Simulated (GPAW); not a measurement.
Crystal: ZnS (Wurtzite-2H).

```
CELL_PARAMETERS angstrom
3.81100 0.00000 0.00000
-1.90550 3.30042 0.00000
0.00000 0.00000 6.23400
ATOMIC_POSITIONS crystal
Zn 0.66667 0.33333 0.50000
Zn 0.33333 0.66667 0.00000
S 0.66667 0.33333 0.88500
S 0.33333 0.66667 0.38500
```

- Program: GPAW 26.7.0
- Task: relaxation of cell and atoms
- Functional: revPBE
- Dispersion: D4
- Potentials or basis: the program's PAW data sets (release 1.2.1) made for this functional
- Cutoff: 600 eV
- Basis: pw
- k mesh: 8 × 8 × 5
- Occupations: fermi-dirac, width 0.05 eV
- Spin: no spin polarisation

At the start: pressure -0.9 GPa; volume 19.60 Å³/atom.

Problem. Where does the relaxation end?

Solution. Over 8 steps the energy falls by 6.7 meV/atom and the volume is 19.30 Å³/atom (-1.5 %); space group P6_3mc (No. 186, to 0.05 Å).

Step by step:
| step | energy change (eV) | largest force (eV/Å) | pressure (GPa) | volume (Å³) |
| --- | --- | --- | --- | --- |
| 1 | 0.0000 | 0.3387 | -0.94 | 78.41 |
| 2 | -0.0073 | 0.2897 | -0.90 | 78.31 |
| 3 | -0.0239 | 0.0727 | -0.41 | 77.67 |
| 4 | -0.0250 | 0.0083 | -0.48 | 77.74 |
| 5 | -0.0252 | 0.0087 | -0.42 | 77.68 |
| 6 | -0.0264 | 0.0116 | 0.17 | 77.07 |
| 7 | -0.0264 | 0.0110 | 0.16 | 77.07 |
| 8 | -0.0269 | 0.0008 | 0.01 | 77.21 |

Final structure:
```cif
data_structure
_symmetry_space_group_name_H-M 'P 1'
_symmetry_Int_Tables_number 1
_cell_length_a 3.7856
_cell_length_b 3.7856
_cell_length_c 6.2213
_cell_angle_alpha 90.000
_cell_angle_beta 90.000
_cell_angle_gamma 120.000
_cell_volume 77.21
loop_
_atom_site_label
_atom_site_type_symbol
_atom_site_fract_x
_atom_site_fract_y
_atom_site_fract_z
_atom_site_occupancy
Zn1 Zn 0.66667 0.33333 0.50567 1
Zn2 Zn 0.33333 0.66667 0.00567 1
S1 S 0.66667 0.33333 0.87933 1
S2 S 0.33333 0.66667 0.37933 1
```

Caveat: later steps reuse the first step's grids.
